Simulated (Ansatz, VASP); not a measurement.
**One calculation of Ru, two programs**

```
CELL_PARAMETERS angstrom
0.00000 1.90508 1.90508
1.90508 0.00000 1.90508
1.90508 1.90508 0.00000
ATOMIC_POSITIONS crystal
Ru 0.00000 0.00000 0.00000
```

Alike in both runs: functional PBE; k mesh 18 × 18 × 18; occupations gaussian, width 0.1 eV; no spin polarisation.

Ansatz relaxed the structure, and its values are those at the end. VASP's run is a single point on that final structure, the one shown.

|  | VASP | Ansatz |
| --- | --- | --- |
| version | VASP 6.6.1 | Ansatz 0.2.0 |
| potentials or method | VASP PAW PBE potentials, release 64 (Ru_pv) | scalar-relativistic, plane waves, PAW |
| plane-wave cutoff (eV) | 520 | 420 |
| valence electrons in the cell | 14 | 16 |

```tsv
	VASP	Ansatz	Ansatz less VASP
gap on the k mesh at the Fermi level (eV)	none	none	-
pressure (GPa)	-0.2	0.0	+0.21
```

A gap of «none» marks a metal or a gap that the smearing closes. The two sets of potentials don't hold the same shells in valence.
